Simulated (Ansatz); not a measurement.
# GaN (F-43m) in Ansatz: notebook

The runs below take GaN through single point, relaxation of cell and atoms, with PBE, PBE+D3(BJ), PBE+D4, BLYP+D3(BJ), BLYP+D4.

Everything below comes from runs of Ansatz 0.2.0. Logs are shortened: lines on timing, memory, paths and dates and some standing lists are left out, and cuts for length are marked.

**The experiment to reproduce.**

A printed reference work, textbook reports, for a bulk crystal of GaN at 0 K: band gap 3.299 eV (direct).

The results are compared with them further down.

### 1 Starting point

It takes space group F-43m (No. 216, cubic). The conventional cell has a = 4.507 Å, b = 4.507 Å, c = 4.507 Å, α = 90.00°, β = 90.00°, γ = 90.00°. Ga (site symmetry -43m) is surrounded by 4 N at 1.95 Å. Around N (site symmetry -43m) lie 4 Ga at 1.95 Å.

The cell is a database's computed one.

### 2 Single point, PBE

input.yaml

```yaml
crystal:
  lattice:
    - [0.0, 2.2535006075, 2.2535006075]
    - [2.2535006075, 0.0, 2.2535006075]
    - [2.2535006075, 2.2535006075, 0.0]
  atoms:
    - { symbol: Ga, position: [0.0, 0.0, 0.0] }
    - { symbol: "N", position: [0.25, 0.25, 0.25] }
hamiltonian:
  xc: pbe
  pseudopotentials: { kind: paw }
kpoints:
  mp_grid: { grid: [10, 10, 10] }
scf:
  occupations: { method: gaussian, width: 0.028 }
output:
  forces: true
  stress: true
  eigenvalues: true
```

Potentials or basis: Ansatz PAW.

Run with:

```
> ansatz run input.yaml --threads 2 --pin off --max-ram 5632MiB --backend cpu --events-out ev --progress --plain --runs-dir out
```

The program printed:

```text
Warning: RAYON_NUM_THREADS=2 ignored (pool sized by the plan → 2); use --threads N
Engine: ansatz 0.2.0, x86_64-unknown-linux-gnu
Pseudopotentials: kind: paw
Pseudopotential: Ga, paw, valence charge 13, recommended cutoff 420 eV (normal), Ga.paw.azcp
Pseudopotential: N, paw, valence charge 5, recommended cutoff 420 eV (normal), N.paw.azcp
Functional definition: PBE
  parameter kappa = 0.804
  parameter beta = 0.06672455060314922
  exchange = pbe_x(kappa = kappa, mu = beta*pi^2/3)
  correlation = pbe_c(beta = beta)
Crystal: 2 atoms, lattice volume = 22.888 Å³
Basis set: ecut = 420 eV, 459 PW (Γ), exchange–correlation on 48×48×48 points (8 copies of the dense FFT grid, shifted against one another)
Bands: 13, of which v1, the nominal top of the filled ones, is band 9 counted from 1 (8 counted from 0)
Symmetry: 24 space group operations
Space group: F-43m (ITA 216), of the structure as read, at distance tolerance 2.8e-5 Å
k-points: 47 of 1000 (time reversal used)
Non-local potential: Ga, projectors of the file, l = 0: 2, l = 1: 2, l = 2: 3, l = 3: 1
Non-local potential: N, projectors of the file, l = 0: 2, l = 1: 2, l = 2: 1
PAW form: soft (Blöchl's): semilocal exchange-correlation on the pseudo side does not see the compensation charge
PAW one-centre angular grid: Ga, 590 points (default); XC on 64 Gauss nodes
PAW one-centre angular grid: N, 110 points (default); XC on 64 Gauss nodes
Initial density: superposition of atomic densities (neutral atoms: chi_scale 0, normalization atom), corrected by the library's trained network
Initial wavefunctions: pseudopotential atomic-orbital guess
Functional: x = pbe(κ = 0.804, μ = 0.2195149727645171), c = pbe(β = 0.06672455060314922)
SCF iter   1: F=—  HF=-4167.897806 eV  |F-HF|=—  |Δ(HF+E_count)|=         —  Δρ=6.26e-4  dr2=3.04e-5  ethr=1.77e-3  ⟨swp⟩=5.2  Hψ=3248  notcnv=0
preconditioner: auto → none  [insulator: Δε(μ)=1.714 eV  Ē_g=18.752 eV  σ=0.028 eV  W_gap=1.00  n_scr=8 (ndim 8)  ℏωp=32.9 eV  f_vac=0.001  D(μ)=0.00/eV (n_scr^D=0)  ε∞_Penn≈4.1]
SCF iter   2: F=—  HF=-4167.898092 eV  |F-HF|=—  |Δ(HF+E_count)|=   2.87e-4  Δρ=3.42e-4  dr2=9.50e-6  ethr=1.69e-7  ⟨swp⟩=2.7  Hψ=1468  notcnv=0
SCF iter   3: F=—  HF=-4167.898135 eV  |F-HF|=—  |Δ(HF+E_count)|=   4.27e-5  Δρ=1.24e-4  dr2=1.23e-6  ethr=5.28e-8  ⟨swp⟩=2.0  Hψ=1003  notcnv=0
SCF iter   4: F=—  HF=-4167.898142 eV  |F-HF|=—  |Δ(HF+E_count)|=   6.90e-6  Δρ=2.37e-5  dr2=9.66e-8  ethr=6.86e-9  ⟨swp⟩=2.0  Hψ=1034  notcnv=0
iter 5 did not close the SCF: its close was put off for the readings that it lacked (scf_convergence_deferred on its scf_iter line)
SCF iter   5: F=-4167.898142 eV  HF=-4167.898142 eV  |F-HF|=6.88e-9  |Δ(HF+E_count)|=   1.80e-8  Δρ=1.03e-5  dr2=9.18e-9  ethr=5.37e-10  ⟨swp⟩=2.0  Hψ=1034  notcnv=0
SCF iter   6: F=-4167.898142 eV  HF=-4167.898142 eV  |F-HF|=7.73e-11  |Δ(HF+E_count)|=   9.44e-9  Δρ=1.70e-6  dr2=2.55e-10  ethr=5.10e-11  ⟨swp⟩=1.4  Hψ=1910  notcnv=0
SCF 1 converged in 6 iterations: F = -4167.898142 eV  dr2 = 2.55e-10
SCF converged after 6 iterations
Free energy (F): -4167.898142 eV
Harris-Foulkes:  -4167.898142 eV  (|F-HF|=7.73e-11)
Internal energy: -4167.898142 eV  (E = F + TS)
E sigma→0 (E₀):  -4167.898142 eV
Fermi energy:    10.508548 eV
--- Per-component energies (eV) ---
  E_band       = -5.647262
  E_kinetic    = 247.130783
  E_local      = -1949.939510  (includes V_loc(G=0)·N_el)
  E_nonlocal   = 474.306677
  E_hartree    = 897.107986
  E_xc         = -128.820136
  E_vxc        = -134.163832  (∫ρ·V_xc dr)
  E_paw        = -2120.249126  (= ΣΔE_a)
  E_vpaw       = -437.196873  (= ΣTr[D̂ρ^β])
  E_aug_tail   = 0.000139  (compensation charges beyond the density's cutoff)
  E_ewald      = -1587.434954
  E_smearing   = -0.000000  (= −TS)
  E_closure    = 0.000000  (closes the sum)
  Σ components = -4167.898142   (vs F -4167.898142, Δ=0.00e0)
--- Forces (eV/Å), atoms counted from 1 ---
  atom   1  Ga     0.00000000    -0.00000000     0.00000000
  atom   2  N     -0.00000000     0.00000000     0.00000000
  max |Σ_I F_I| component: 3.70e-17 eV/Å
--- Stress (GPa, compression-positive) ---
        5.026842      -0.000000      -0.000000
       -0.000000       5.026842       0.000000
       -0.000000       0.000000       5.026842
  P = ⅓ Tr σ = 5.0268 GPa (50.268 kbar)
--- Band table (eV; the first three rows and the last of 47) ---
  k-point 0: bands = ["-6.2813", "-3.8373", "-3.8373", "-3.8373", "-3.5203", "-3.5203", "9.6498", "9.6498", "9.6498", "11.3667", "19.9613", "19.9613", "19.9613"]
  k-point 1: bands = ["-6.1723", "-3.8238", "-3.8238", "-3.7975", "-3.5216", "-3.5216", "8.5499", "9.5440", "9.5440", "12.2259", "19.4633", "20.1242", "20.1242"]
  k-point 2: bands = ["-5.8994", "-3.7925", "-3.7925", "-3.6314", "-3.5204", "-3.5204", "6.7404", "9.2814", "9.2814", "13.3060", "18.6829", "20.3847", "20.3847"]
  k-point 46: bands = ["-5.2274", "-3.6972", "-3.6533", "-3.5229", "-3.4936", "-1.5720", "3.9009", "6.0621", "6.0913", "15.4783", "17.8458", "20.3681", "20.8404"]
```

It took 1.7 s on 2 threads of Intel Xeon at 2.50GHz (Skylake/Cascade Lake), shared host; peak memory 0.32 GiB.

What came out:

```
Free energy            : -4167.8981 eV
Pressure               : 5.0 GPa
Band gap on the k mesh : 1.72 eV, direct
```

Caveat: the pressure holds a Pulay correction of +0.5 GPa for the finite cutoff.

### 3 Relaxation of cell and atoms, PBE+D3(BJ)

input.yaml, as its differences from that of step 2:

```diff
@@ -11,2 +11,3 @@
   pseudopotentials: { kind: paw }
+  dispersion: d3bj
 kpoints:
@@ -14,3 +15,3 @@
 scf:
-  occupations: { method: gaussian, width: 0.028 }
+  occupations: { method: fermi_dirac, width: 0.05 }
 output:
@@ -18,2 +19,5 @@
   stress: true
-  eigenvalues: true
+relax:
+  f_tol: 0.01
+  max_steps: 40
+  cell: { stress_tol: 0.05 }
```

Potentials or basis: Ansatz PAW.

Run with:

```
> ansatz run input.yaml --threads 2 --pin off --max-ram 5632MiB --backend cpu --events-out ev --progress --plain --runs-dir out
```

The program printed:

```text
Warning: RAYON_NUM_THREADS=2 ignored (pool sized by the plan → 2); use --threads N
[... 9 set-up lines as earlier in the session ...]
Crystal: 2 atoms, lattice volume = 22.888 Å³
Basis set: ecut = 420 eV, 459 PW (Γ), exchange–correlation on 48×48×48 points (8 copies of the dense FFT grid, shifted against one another)
Bands: 13, of which v1, the nominal top of the filled ones, is band 9 counted from 1 (8 counted from 0)
[... 2 set-up lines as earlier in the session ...]
k-points: 47 of 1000 (time reversal used)
[... 3 set-up lines as earlier in the session ...]
[... 62 lines left out ...]
--- Per-component energies (eV) ---
  E_band       = -7.364982
  E_kinetic    = 246.836193
  E_local      = -1955.493061  (includes V_loc(G=0)·N_el)
  E_nonlocal   = 474.286856
  E_hartree    = 899.141188
  E_xc         = -128.712213
  E_vxc        = -134.020113  (∫ρ·V_xc dr)
  E_paw        = -2120.268776  (= ΣΔE_a)
  E_vpaw       = -437.257358  (= ΣTr[D̂ρ^β])
  E_aug_tail   = 0.000101  (compensation charges beyond the density's cutoff)
  E_ewald      = -1583.692850
  E_disp       = -0.504609  (pairwise vdW)
  E_smearing   = -0.000000  (= −TS)
  E_closure    = -0.000000  (closes the sum)
  Σ components = -4168.407171   (vs F -4168.407171, Δ=0.00e0)
--- Forces (eV/Å), atoms counted from 1 ---
  atom   1  Ga     0.00000000    -0.00000000    -0.00000000
  atom   2  N     -0.00000000     0.00000000     0.00000000
  max |Σ_I F_I| component: 5.09e-17 eV/Å
--- Stress (GPa, compression-positive) ---
        0.039225      -0.000000      -0.000000
       -0.000000       0.039225      -0.000000
       -0.000000      -0.000000       0.039225
  P = ⅓ Tr σ = 0.0392 GPa (0.392 kbar)
--- Relaxed structure (3 steps of the walk, 3 accepted, 1 SCFs on fresh bases) ---
  F+E_penalty+E_count = -4168.40717122 eV   max|allowed force component| = 1.665e-16 eV/Å   (the final SCF, on the basis selected at the relaxed cell)
  cell:  # Å, volume = 23.0504 Å³
    - [-3.1846075205597437e-34, 2.258825398034964, 2.258825398034964]
    - [2.258825398034964, -4.203681927138862e-34, 2.258825398034964]
    - [2.258825398034964, 2.258825398034964, -2.038148813158236e-34]
  atoms:
    - { symbol: Ga, position: [-2.252330377625837e-34, 8.457367030610852e-35, 2.0030606125130965e-34] }
    - { symbol: N, position: [0.25, 0.25, 0.25] }
```

Run time: 7.5 s. Hardware: 2 threads of Intel Xeon at 2.50GHz (Skylake/Cascade Lake), shared host; peak memory 0.33 GiB.

What came out:

* Free energy: -4168.4072 eV
* Relaxed volume: 11.53 Å³/atom
* Relaxed cell: a = 3.194 Å, b = 3.194 Å, c = 3.194 Å, α = 60.00°, β = 60.00°, γ = 60.00°
* Space group after relaxing (to 0.05 Å): F-43m (No. 216)
* Energy gained by relaxing: 0.4 meV/atom
* Ionic steps: 4
* Pressure after relaxing: 0.0 GPa
* Band gap on the k mesh: 1.67 eV

The path:
| step | energy change (eV) | largest force (eV/Å) | volume (Å³) |
| --- | --- | --- | --- |
| 1 | 0.0000 | 0.0000 | 22.89 |
| 2 | -0.0003 | 0.0000 | 22.98 |
| 3 | -0.0002 | 0.0000 | 23.05 |
| 4 | -0.0007 | 0.0000 | 23.05 |

Final structure:
```xyz
2
Lattice="0.0000 2.2588 2.2588 2.2588 0.0000 2.2588 2.2588 2.2588 0.0000" Properties=species:S:1:pos:R:3 pbc="T T T"
Ga    0.0000    0.0000    0.0000
N     1.1294    1.1294    1.1294
```

Caveat: the plane-wave basis is chosen anew once the cell has moved, so the energies of steps on either side of that aren't comparable; the pressure holds a Pulay correction of +0.5 GPa for the finite cutoff. A k mesh can miss the band edges.

### 4 Relaxation of cell and atoms, PBE+D4

input.yaml, as its differences from that of step 3:

```diff
@@ -11,3 +11,3 @@
   pseudopotentials: { kind: paw }
-  dispersion: d3bj
+  dispersion: d4
 kpoints:
```

Run with:

```
> ansatz run input.yaml --threads 2 --pin off --max-ram 5632MiB --backend cpu --events-out ev --progress --plain --runs-dir out
```

Run time: 9 s. Hardware: 2 threads of Intel Xeon at 2.50GHz (Skylake/Cascade Lake), shared host; peak memory 0.33 GiB.

It converged, with:

```
Free energy                            : -4168.6996 eV
Relaxed volume                         : 11.40 Å³/atom
Relaxed cell                           : a = 3.183 Å, b = 3.183 Å, c = 3.183 Å, α = 60.00°, β = 60.00°, γ = 60.00°
Space group after relaxing (to 0.05 Å) : F-43m (No. 216)
Energy gained by relaxing              : 0.1 meV/atom
Ionic steps                            : 4
Pressure after relaxing                : 0.0 GPa
Band gap on the k mesh                 : 1.74 eV
```

The path:
| step | energy change (eV) | largest force (eV/Å) | volume (Å³) |
| --- | --- | --- | --- |
| 1 | 0.0000 | 0.0000 | 22.89 |
| 2 | -0.0003 | 0.0000 | 22.84 |
| 3 | -0.0004 | 0.0000 | 22.81 |
| 4 | -0.0003 | 0.0000 | 22.81 |

Final structure:
```yaml
crystal:
  lattice:
    - [0.00000, 2.25094, 2.25094]
    - [2.25094, 0.00000, 2.25094]
    - [2.25094, 2.25094, 0.00000]
  atoms:
    - { symbol: Ga, position: [0.00000, 0.00000, 0.00000] }
    - { symbol: N, position: [0.25000, 0.25000, 0.25000] }
```

Caveat: the plane-wave basis is chosen anew once the cell has moved, so the energies of steps on either side of that aren't comparable; the pressure holds a Pulay correction of +0.5 GPa for the finite cutoff. A k mesh can miss the band edges.

### 5 Relaxation of cell and atoms, BLYP+D3(BJ)

input.yaml, as its differences from that of step 4:

```diff
@@ -9,5 +9,5 @@
 hamiltonian:
-  xc: pbe
+  xc: blyp
   pseudopotentials: { kind: paw }
-  dispersion: d4
+  dispersion: d3bj
 kpoints:
@@ -19,2 +19,6 @@
   stress: true
+  write_density: true
+  write_potential: true
+  elf: true
+  volumetric_format: npy
 relax:
```

Potentials or basis: Ansatz PAW.

Run with:

```
> ansatz run input.yaml --threads 2 --pin off --max-ram 5632MiB --backend cpu --events-out ev --progress --plain --runs-dir out
```

The program printed:

```text
Warning: RAYON_NUM_THREADS=2 ignored (pool sized by the plan → 2); use --threads N
[... 4 set-up lines as earlier in the session ...]
Functional definition: BLYP
  parameter beta = 0.0042
  parameter a = 0.04918
  parameter b = 0.132
  parameter c = 0.2533
  parameter d = 0.349
  exchange = b88_x(beta = beta)
  correlation = lyp_c(a = a, b = b, c = c, d = d)
Crystal: 2 atoms, lattice volume = 22.888 Å³
Basis set: ecut = 420 eV, 459 PW (Γ), exchange–correlation on 48×48×48 points (8 copies of the dense FFT grid, shifted against one another)
[... 112 lines left out ...]
  E_core_change = 0.018480  (= ΣΔE_core)
  E_smearing   = -0.000000  (= −TS)
  E_closure    = 0.000000  (closes the sum)
  Σ components = -4180.168179   (vs F -4180.168179, Δ=0.00e0)
--- Forces (eV/Å), atoms counted from 1 ---
  atom   1  Ga     0.00000000    -0.00000000    -0.00000000
  atom   2  N     -0.00000000    -0.00000000     0.00000000
  max |Σ_I F_I| component: 6.48e-17 eV/Å
--- Stress (GPa, compression-positive) ---
        0.003577      -0.000000      -0.000000
       -0.000000       0.003577       0.000000
       -0.000000       0.000000       0.003577
  P = ⅓ Tr σ = 0.0036 GPa (0.036 kbar)
--- Band table (eV; the first three rows and the last of 47) ---
  k-point 0: bands = ["-5.9123", "-3.7954", "-3.7954", "-3.7954", "-3.4990", "-3.4990", "9.8222", "9.8222", "9.8222", "11.5546", "20.0582", "20.0582", "20.0582"]
  k-point 1: bands = ["-5.8116", "-3.7827", "-3.7827", "-3.7499", "-3.5001", "-3.5001", "8.7439", "9.7189", "9.7189", "12.3988", "19.5807", "20.2149", "20.2149"]
  k-point 2: bands = ["-5.5676", "-3.7532", "-3.7532", "-3.5631", "-3.4988", "-3.4988", "6.9664", "9.4633", "9.4633", "13.4629", "18.8368", "20.4755", "20.4755"]
  k-point 46: bands = ["-5.0374", "-3.6582", "-3.6232", "-3.5006", "-3.4730", "-1.4563", "4.1242", "6.3620", "6.4089", "15.8330", "17.7794", "20.4997", "21.1962"]
--- Relaxed structure (4 steps of the walk, 4 accepted, 2 SCFs on fresh bases) ---
  F+E_penalty+E_count = -4180.16817867 eV   max|allowed force component| = 3.701e-17 eV/Å   (the final SCF, on the basis selected at the relaxed cell)
  cell:  # Å, volume = 23.1933 Å³
    - [-1.5031347497041988e-33, 2.2634838165649427, 2.2634838165649427]
    - [2.2634838165649427, 1.3502735887173314e-33, 2.2634838165649427]
    - [2.2634838165649427, 2.2634838165649427, 2.3183942749674936e-33]
  atoms:
    - { symbol: Ga, position: [-1.7983033054562018e-34, 1.9051332047902337e-34, 2.2256229027923293e-34] }
    - { symbol: N, position: [0.25, 0.25, 0.25] }
```

rho_z.tsv:

```text
# z_ang	rho[e/angstrom^3]
# format = ansatz-planar-average/11
# lattice	-0.000000000	2.263483817	2.263483817
# lattice	2.263483817	0.000000000	2.263483817
# lattice	2.263483817	2.263483817	0.000000000
# sites	2
# site	31	0.000000000	0.000000000	0.000000000
# site	7	1.131741908	1.131741908	1.131741908
0.000000	2.157803e0
0.133377	2.025517e0
0.266754	1.635835e0
0.400131	1.247298e0
0.533508	9.949716e-1
0.666885	8.596558e-1
[... 16 lines left out ...]
2.934295	1.368418e0
3.067672	1.891954e0
```

Wall time 13 s (2 threads of Intel Xeon at 2.50GHz (Skylake/Cascade Lake), shared host); peak memory 0.34 GiB.

What came out:

```
Free energy                            : -4180.1682 eV
Relaxed volume                         : 11.60 Å³/atom
Relaxed cell                           : a = 3.201 Å, b = 3.201 Å, c = 3.201 Å, α = 60.00°, β = 60.00°, γ = 60.00°
Space group after relaxing (to 0.05 Å) : F-43m (No. 216)
Energy gained by relaxing              : 1.2 meV/atom
Ionic steps                            : 6
Pressure after relaxing                : 0.0 GPa
Band gap on the k mesh                 : 1.73 eV, direct
```

Step by step:
```
step  energy change (eV)  largest force (eV/Å)  volume (Å³)
   1              0.0000                0.0000        22.89
   2             -0.0011                0.0000        23.06
   3             -0.0010                0.0000        23.18
   4             -0.0024                0.0000        23.18
   5             -0.0024                0.0000        23.19
   6             -0.0024                0.0000        23.19
```

Final structure:
```xyz
2
Lattice="0.0000 2.2635 2.2635 2.2635 0.0000 2.2635 2.2635 2.2635 0.0000" Properties=species:S:1:pos:R:3 pbc="T T T"
Ga    0.0000    0.0000    0.0000
N     1.1317    1.1317    1.1317
```

Caveat: the plane-wave basis is chosen anew once the cell has moved, so the energies of steps on either side of that aren't comparable; the pressure holds a Pulay correction of +0.6 GPa for the finite cutoff; the PAW data sets come from PBE, with cores solved anew for the run's functional, which leaves a small shift of forces and pressure.

[end of part 1 of 2]
